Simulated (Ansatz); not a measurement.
Crystal: Si2Mo.

```
CELL_PARAMETERS angstrom
-1.60000 1.60000 3.93050
1.60000 -1.60000 3.93050
1.60000 1.60000 -3.93050
ATOMIC_POSITIONS crystal
Mo 0.00000 0.00000 0.00000
Si 0.66700 0.66700 0.00000
Si 0.33300 0.33300 0.00000
```

Base run:

```yaml
Program: Ansatz 0.2.0
Functional: PBEsol
Potentials_or_basis: all-electron PAW datasets made for the crystal
Cutoff: 300 eV
Density_cutoff: 1200 eV
k_mesh: 12 × 12 × 12
Occupations: fermi-dirac, width 0.05 eV
Spin: no spin polarisation
```

Its results: band gap on the k mesh none (metal or under the smearing width); pressure -2.7 GPa; largest force 0.326 eV/Å.

Problem. The run is repeated on the same cell with these changes: functional from PBEsol to PBE. What comes out?

Solution. Band gap on the k mesh none (metal or under the smearing width); pressure 2.3 GPa; largest force 0.278 eV/Å.

PBE binds less tightly than PBEsol, so the same cell stands under more pressure.

Caveats: the program warned that the printed levels may be off, so bands, gaps and densities of states are rough.

Not every run made on this cell is shown here.
